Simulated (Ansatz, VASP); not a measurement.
# One calculation of BeS, two programs

```
CELL_PARAMETERS angstrom
0.00000 2.42500 2.42500
2.42500 0.00000 2.42500
2.42500 2.42500 0.00000
ATOMIC_POSITIONS crystal
Be 0.00000 0.00000 0.00000
S 0.25000 0.25000 0.25000
```

Alike in both runs: functional PBE; k mesh 10 × 10 × 10; occupations fermi-dirac, width 0.02 eV; no spin polarisation.

Ansatz relaxed the structure, and its values are those at the end. VASP's run is a single point on that final structure, the one shown.

|  | VASP | Ansatz |
| --- | --- | --- |
| version | VASP 6.6.1 | Ansatz 0.2.0 |
| potentials or method | VASP PAW PBE potentials, release 64 (Be, S) | plane-wave PAW, scalar-relativistic |
| plane-wave cutoff (eV) | 520 | 420 |
| valence electrons in the cell | 8 | 8 |

```csv
,VASP,Ansatz,Ansatz less VASP
gap on the k mesh at the Fermi level (eV),3.11,3.11,-0.001
pressure (GPa),1.5,1.5,0.00
```

With one functional, cell and mesh, what is left measures potentials, basis and numerics. Ansatz warned: «stress_scf_threshold_loose».

A k mesh can miss the band edges. A hybrid or GW would open this gap; PBE tends to underestimate it.
